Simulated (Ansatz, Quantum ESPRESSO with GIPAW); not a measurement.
# SiO2: working out the 17O quadrupolar coupling

A plane-wave PAW calculation (PBEsol, Ansatz) gives this electric field gradient, in 10²¹ V/m² and Cartesian axes, at one O site of SiO2 (atom 5; bridging Si-O-Si, 135°; site symmetry 2):

```
      3.3422        0.0000       -7.1388
      0.0000       -3.0471        0.0000
     -7.1388        0.0000       -0.2951
```

17O has spin 5/2, Q = -0.02558 barn and |γ|/2π = 5.7742 MHz/T. The cell is the Fddd form of a database entry, atoms relaxed, static and at 0 K. 

**Task.** Find C_Q, η_Q and ν_Q, and the shift and width of the central transition under fast MAS at 11.7 T and 14.1 T.

1. The tensor is symmetric and traceless. Its eigenvalues, ordered by size, are V_xx = -3.0471, V_yy = -5.8433 and V_zz = 8.8904.

2. η_Q = (V_xx − V_yy)/V_zz = 0.315.

3. C_Q = eQV_zz/h. One unit of 10²¹ V/m² with one barn gives 24.18 MHz, so C_Q = 24.18 × −0.02558 × 8.8904 = -5.499 MHz. A spectrum shows its size, not its sign.

4. ν_Q = 3C_Q/[2I(2I−1)] = 0.825 MHz in size, and P_Q = |C_Q|√(1 + η²/3) = 5.589 MHz.

5. The resonances lie at ν0 = 67.56 and 81.42 MHz, so ν_Q/ν0 is 0.012 at most and second order holds. The centre of gravity moves by δ_Q = −(3/40)(P_Q/ν0)² F × 10⁶ ppm, with F = [I(I+1) − 3/4]/[I²(2I−1)²] = 0.08: -41.1 ppm at 11.7 T and -28.3 ppm at 14.1 T.

6. Summing the second-order term over orientations gives a full width of 94.3 ppm (6.4 kHz) and 64.9 ppm (5.3 kHz). In ppm both fall as 1/B²: (11.7/14.1)² = 0.689. The spinning rate must pass the static width for this shape to show cleanly.

[Banner, clock, file and message-heading lines were taken out of the pw.x and gipaw.x logs.]

[Logs are printed without paths, hosts, clocks, repeated set-up lines and the standing remarks that a program may print on its own settings, such as how far it seeks lower states.]

[Hosts, paths, dates, database ids (printed as entryN), source tags and the programs' standing remarks are cut or masked in the printed files.]
